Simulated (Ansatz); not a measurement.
Born–Oppenheimer molecular dynamics of a periodic cell of 12 atoms, Al (surface Al(111)). It goes on from the last frame of an earlier run, with new velocities.

Theory: DFT PBE-D3(BJ), scalar-relativistic, plane waves, PAW (Ansatz). Settings: cutoff 420 eV, k mesh 3x3x1, fermi-dirac smearing 0.1 eV, no spin polarisation.

| Item | Value |
| --- | --- |
| ensemble | NVT, Langevin thermostat |
| time step | 2 fs |
| steps asked | 250 |
| set temperature | 450 K |
| friction | 0.005 /fs |
| atoms held | 1 to 4 |
| seed | 289008 |

Frames 20 fs apart, positions in Å.

Velocities at 220.0 fs (Å/ps):

```
Al 0.00 0.00 0.00
Al 0.00 0.00 0.00
Al 0.00 0.00 0.00
Al 0.00 0.00 0.00
Al -0.77 4.55 3.88
Al -0.73 -0.79 -1.49
Al -4.82 2.02 -1.45
Al 3.02 -3.04 -1.54
Al 5.31 1.31 7.22
Al -0.18 -1.80 -3.12
Al 0.14 -0.03 -2.23
Al -0.40 2.34 2.33
```

```xyz
12
Lattice="5.7276 0.0000 0.0000 2.8638 4.9602 0.0000 0.0000 0.0000 16.6765" Properties=species:S:1:pos:R:3 time_fs=220.0 energy_less_start_eV=0.240 T=272
Al 1.432 0.827 1.000
Al 4.296 0.827 1.000
Al 2.864 3.307 1.000
Al 5.728 3.307 1.000
Al -0.186 1.679 3.401
Al 2.683 1.857 3.316
Al 1.026 4.389 3.253
Al 4.077 4.214 3.437
Al 0.054 0.111 5.743
Al 2.794 0.073 5.983
Al 1.403 2.471 5.473
Al 4.284 2.601 5.757
12
Lattice="5.7276 0.0000 0.0000 2.8638 4.9602 0.0000 0.0000 0.0000 16.6765" Properties=species:S:1:pos:R:3 time_fs=240.0 energy_less_start_eV=0.352 T=322
Al 1.432 0.827 1.000
Al 4.296 0.827 1.000
Al 2.864 3.307 1.000
Al 5.728 3.307 1.000
Al -0.171 1.778 3.484
Al 2.650 1.840 3.279
Al 0.970 4.393 3.272
Al 4.128 4.169 3.397
Al 0.132 0.121 5.891
Al 2.805 0.014 5.869
Al 1.390 2.502 5.511
Al 4.253 2.645 5.812
12
Lattice="5.7276 0.0000 0.0000 2.8638 4.9602 0.0000 0.0000 0.0000 16.6765" Properties=species:S:1:pos:R:3 time_fs=260.0 energy_less_start_eV=0.197 T=518
Al 1.432 0.827 1.000
Al 4.296 0.827 1.000
Al 2.864 3.307 1.000
Al 5.728 3.307 1.000
Al -0.150 1.803 3.517
Al 2.628 1.825 3.262
Al 1.050 4.391 3.328
Al 4.126 4.181 3.405
Al 0.098 0.153 5.973
Al 2.872 0.000 5.682
Al 1.353 2.608 5.653
Al 4.168 2.638 5.776
12
Lattice="5.7276 0.0000 0.0000 2.8638 4.9602 0.0000 0.0000 0.0000 16.6765" Properties=species:S:1:pos:R:3 time_fs=280.0 energy_less_start_eV=0.206 T=464
Al 1.432 0.827 1.000
Al 4.296 0.827 1.000
Al 2.864 3.307 1.000
Al 5.728 3.307 1.000
Al -0.134 1.751 3.537
Al 2.614 1.862 3.315
Al 1.244 4.377 3.389
Al 4.088 4.238 3.457
Al 0.010 0.204 5.959
Al 2.968 0.057 5.526
Al 1.309 2.663 5.824
Al 4.111 2.581 5.705
12
Lattice="5.7276 0.0000 0.0000 2.8638 4.9602 0.0000 0.0000 0.0000 16.6765" Properties=species:S:1:pos:R:3 time_fs=300.0 energy_less_start_eV=0.283 T=234
Al 1.432 0.827 1.000
Al 4.296 0.827 1.000
Al 2.864 3.307 1.000
Al 5.728 3.307 1.000
Al -0.136 1.723 3.503
Al 2.618 1.889 3.360
Al 1.455 4.274 3.353
Al 4.081 4.323 3.490
Al -0.043 0.215 5.892
Al 2.956 0.142 5.510
Al 1.284 2.672 5.960
Al 4.087 2.546 5.674
12
Lattice="5.7276 0.0000 0.0000 2.8638 4.9602 0.0000 0.0000 0.0000 16.6765" Properties=species:S:1:pos:R:3 time_fs=320.0 energy_less_start_eV=0.178 T=253
Al 1.432 0.827 1.000
Al 4.296 0.827 1.000
Al 2.864 3.307 1.000
Al 5.728 3.307 1.000
Al -0.184 1.764 3.461
Al 2.612 1.835 3.364
Al 1.502 4.213 3.310
Al 4.175 4.356 3.446
Al -0.061 0.221 5.817
Al 2.900 0.168 5.566
Al 1.273 2.650 6.010
Al 4.114 2.535 5.705
12
Lattice="5.7276 0.0000 0.0000 2.8638 4.9602 0.0000 0.0000 0.0000 16.6765" Properties=species:S:1:pos:R:3 time_fs=340.0 energy_less_start_eV=0.059 T=503
Al 1.432 0.827 1.000
Al 4.296 0.827 1.000
Al 2.864 3.307 1.000
Al 5.728 3.307 1.000
Al -0.244 1.828 3.436
Al 2.666 1.713 3.376
Al 1.382 4.189 3.278
Al 4.340 4.296 3.360
Al -0.037 0.188 5.696
Al 2.809 0.151 5.646
Al 1.293 2.634 5.989
Al 4.147 2.541 5.753
12
Lattice="5.7276 0.0000 0.0000 2.8638 4.9602 0.0000 0.0000 0.0000 16.6765" Properties=species:S:1:pos:R:3 time_fs=360.0 energy_less_start_eV=0.191 T=418
Al 1.432 0.827 1.000
Al 4.296 0.827 1.000
Al 2.864 3.307 1.000
Al 5.728 3.307 1.000
Al -0.278 1.857 3.421
Al 2.763 1.653 3.402
Al 1.302 4.178 3.281
Al 4.373 4.197 3.277
Al -0.023 0.091 5.571
Al 2.679 0.070 5.790
Al 1.312 2.656 5.906
Al 4.149 2.580 5.764
12
Lattice="5.7276 0.0000 0.0000 2.8638 4.9602 0.0000 0.0000 0.0000 16.6765" Properties=species:S:1:pos:R:3 time_fs=380.0 energy_less_start_eV=0.141 T=501
Al 1.432 0.827 1.000
Al 4.296 0.827 1.000
Al 2.864 3.307 1.000
Al 5.728 3.307 1.000
Al -0.200 1.757 3.396
Al 2.834 1.650 3.416
Al 1.330 4.149 3.347
Al 4.246 4.146 3.257
Al -0.026 -0.007 5.490
Al 2.587 0.026 5.914
Al 1.325 2.662 5.735
Al 4.168 2.612 5.760
12
Lattice="5.7276 0.0000 0.0000 2.8638 4.9602 0.0000 0.0000 0.0000 16.6765" Properties=species:S:1:pos:R:3 time_fs=400.0 energy_less_start_eV=0.232 T=516
Al 1.432 0.827 1.000
Al 4.296 0.827 1.000
Al 2.864 3.307 1.000
Al 5.728 3.307 1.000
Al -0.056 1.623 3.366
Al 2.858 1.644 3.377
Al 1.401 4.126 3.442
Al 4.117 4.160 3.316
Al -0.118 -0.041 5.522
Al 2.617 0.063 5.989
Al 1.331 2.594 5.527
Al 4.161 2.557 5.787
12
Lattice="5.7276 0.0000 0.0000 2.8638 4.9602 0.0000 0.0000 0.0000 16.6765" Properties=species:S:1:pos:R:3 time_fs=420.0 energy_less_start_eV=0.213 T=566
Al 1.432 0.827 1.000
Al 4.296 0.827 1.000
Al 2.864 3.307 1.000
Al 5.728 3.307 1.000
Al 0.049 1.543 3.264
Al 2.848 1.637 3.304
Al 1.404 4.133 3.432
Al 4.138 4.171 3.406
Al -0.252 -0.003 5.694
Al 2.708 0.089 5.955
Al 1.347 2.481 5.428
Al 4.193 2.481 5.771
12
Lattice="5.7276 0.0000 0.0000 2.8638 4.9602 0.0000 0.0000 0.0000 16.6765" Properties=species:S:1:pos:R:3 time_fs=440.0 energy_less_start_eV=0.191 T=592
Al 1.432 0.827 1.000
Al 4.296 0.827 1.000
Al 2.864 3.307 1.000
Al 5.728 3.307 1.000
Al 0.070 1.581 3.147
Al 2.873 1.615 3.252
Al 1.327 4.197 3.357
Al 4.285 4.150 3.482
Al -0.283 -0.005 5.890
Al 2.824 0.063 5.821
Al 1.319 2.396 5.549
Al 4.252 2.434 5.726
```

Of the whole run (500 fs, mean temperature of the second half 446 K): A run of 0.5 ps of so small a system gives no equilibrium averages. Limits of this set-up: coarse k mesh, thin slab, slab without dipole correction.

Run time: 13 min on 1 thread of Intel(R) Xeon(R) Platinum 8488C (Sapphire Rapids) (shared host), peak memory 0.61 GiB.
